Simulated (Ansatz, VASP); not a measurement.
## Two plane-wave programs on WSe4

Contents of INCAR:

```
SYSTEM = WSe4
PREC     = Accurate       ! precision mode
ENCUT    = 520            ! plane-wave cutoff, eV
EDIFF    = 1E-7           ! SCF threshold, eV
ISMEAR   = 0              ! smearing method
SIGMA    = 0.1            ! smearing width, eV
LREAL    = .FALSE.        ! projectors in reciprocal space
LASPH    = .TRUE.         ! aspherical terms in the spheres
NELM     = 100            ! most SCF steps
ALGO     = Normal         ! electronic algorithm
ISIF     = 2              ! what is computed and relaxed
LWAVE    = .FALSE.        ! write WAVECAR
LCHARG   = .TRUE.         ! write CHGCAR
GGA      = PE             ! functional
LELF     = .TRUE.         ! ELF
LVHAR    = .TRUE.       
NBANDS   = 27             ! bands
```

The input KPOINTS:

```
regular mesh
0
G
  4 4 4
  0 0 0
```

POSCAR

```
WSe4
1.0
    5.0348280100      0.0000000000      0.0000000000
    0.0000000000      5.0348280100      0.0000000000
    0.0000000000      0.0000000000      5.0348280100
W Se
1 4
Direct
    0.0000000000      0.0000000000      0.0000000000
    0.5000000000      0.0000000000      0.0000000000
    0.0000000000      0.5000000000      0.0000000000
    0.0000000000      0.0000000000      0.5000000000
    0.5000000000      0.5000000000      0.5000000000
```

Input for Ansatz:

```yaml
crystal:
  lattice:
    - [5.03482801, 0.0, 0.0]
    - [0.0, 5.03482801, 0.0]
    - [0.0, 0.0, 5.03482801]
  atoms:
    - { symbol: W, position: [0.0, 0.0, 0.0] }
    - { symbol: Se, position: [0.5, 0.0, 0.0] }
    - { symbol: Se, position: [0.0, 0.5, 0.0] }
    - { symbol: Se, position: [0.0, 0.0, 0.5] }
    - { symbol: Se, position: [0.5, 0.5, 0.5] }
basis:
  ecutwfc: 420
kpoints:
  mp_grid: { grid: [4, 4, 4] }
hamiltonian:
  xc: pbe
scf:
  occupations: { method: gaussian, width: 0.1 }
  lower_state_search: "off"
output:
  forces: true
  stress: true
  eigenvalues: true
```

Change from the starting cell: species swapped into the Co4N type (Pm-3m, No. 221).

Alike in both runs: task single point; functional PBE; k mesh 4 × 4 × 4; occupations gaussian, width 0.1 eV; no spin polarisation.

|  | VASP | Ansatz |
| --- | --- | --- |
| version | VASP 6.6.1 | Ansatz 0.2.0 |
| potentials or method | VASP PAW PBE potentials, release 64 (W_sv, Se) | scalar-relativistic, plane waves, PAW |
| plane-wave cutoff (eV) | 520 | 420 |
| valence electrons in the cell | 38 | 78 |

VASP gave:

- gap on the k mesh at the Fermi level (eV): none
- pressure (GPa): -5.7

Which values does Ansatz return?

gap on the k mesh at the Fermi level (eV): none; pressure (GPa): -5.8.

A gap of «none» marks a metal or a gap that the smearing closes. The two sets of potentials don't hold the same shells in valence.

The runs have no spin-orbit coupling, so splittings on W are missing.
